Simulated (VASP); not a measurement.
**AlH3: single point with PBE**

AlH3, in a box:

```
CELL_PARAMETERS angstrom
12.00000 0.00000 0.00000
0.00000 11.00000 0.00000
0.00000 0.00000 12.00000
ATOMIC_POSITIONS crystal
Al 0.52877 0.50571 0.50723
H 0.57287 0.57032 0.61585
H 0.41297 0.43834 0.51773
H 0.58815 0.52031 0.39421
```

The cell isn't the ideal one: atoms moved at random, drawn with an rms of 0.05 Å.

| Item | Value |
| --- | --- |
| Program | VASP 6.6.1 |
| Task | single point |
| Functional | PBE |
| Potentials or basis | VASP PAW PBE potentials, release 64 (Al, H) |
| Cutoff | 520 eV |
| k mesh | 1 × 1 × 1 |
| Occupations | gaussian, width 0.01 eV |
| Spin | no spin polarisation |
| Further INCAR settings | ALGO = Fast; EDIFF = 1e-06 |

```yaml
Largest_force: 0.730 eV/Å
Gap_between_the_frontier_levels: 4.66 eV
```

Forces in eV/Å, atoms in the order of the input:
```
Al  -0.473  0.125  0.522
H    0.211  0.070  0.168
H   -0.121 -0.192 -0.068
H    0.383 -0.003 -0.622
```

Levels at points of the mesh, in eV from the valence-band top:
| k point | band 1 | band 2 | band 3 | band 4 | band 5 | band 6 | band 7 |
| --- | --- | --- | --- | --- | --- | --- | --- |
| (0.00, 0.00, 0.00) | -3.14 | -0.21 | 0.00 | 4.66 | 6.80 | 7.32 | 7.44 |

Run time: 110 s on 1 thread of Intel(R) Xeon(R) Platinum 8259CL CPU @ 2.50GHz (Skylake/Cascade Lake), with other jobs on the host, peak memory 1.1 GiB.
